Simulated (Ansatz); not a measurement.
**ZnSe**

```
Zn Se
1.0
     0.00000    2.83380    2.83380
     2.83380    0.00000    2.83380
     2.83380    2.83380    0.00000
Zn Se
1 1
Direct
  0.00000 0.00000 0.00000
  0.75000 0.75000 0.75000
```

Atoms are numbered in the order listed.

The cell is COD entry 9008857, as deposited and not checked against the literature; nothing was relaxed.

Levels of theory: DFT, PBE, all-electron LAPW, scalar-relativistic (Ansatz 0.2.0); DFT, PBE, PAW with Ansatz's default frozen-core files, scalar-relativistic (Ansatz 0.2.0).

For LAPW: a Γ-centred 8×8×8 k mesh, Fermi–Dirac smearing of 0.03 eV, basis error target 1 meV/atom, no spin polarisation. PAW takes a cutoff of 420 eV at this cell. The Ansatz runs share mesh, smearing and spin set-up. Values come from LAPW unless marked.

| Item | Value |
| --- | --- |
| Pressure at this cell | 2.12 GPa |
| Band gap | 1.29 eV, direct at Γ |
| Löwdin charges (with 0.21 e of the cell spilling out of the atomic basis, so their sizes and signs hang on that basis) | Zn1 1.22, Se2 -1.01 e |
| Bader charges (from the PAW run) | Zn1 +0.74, Se2 -0.74 e |
| Volume per atom | 22.76 Å³ |
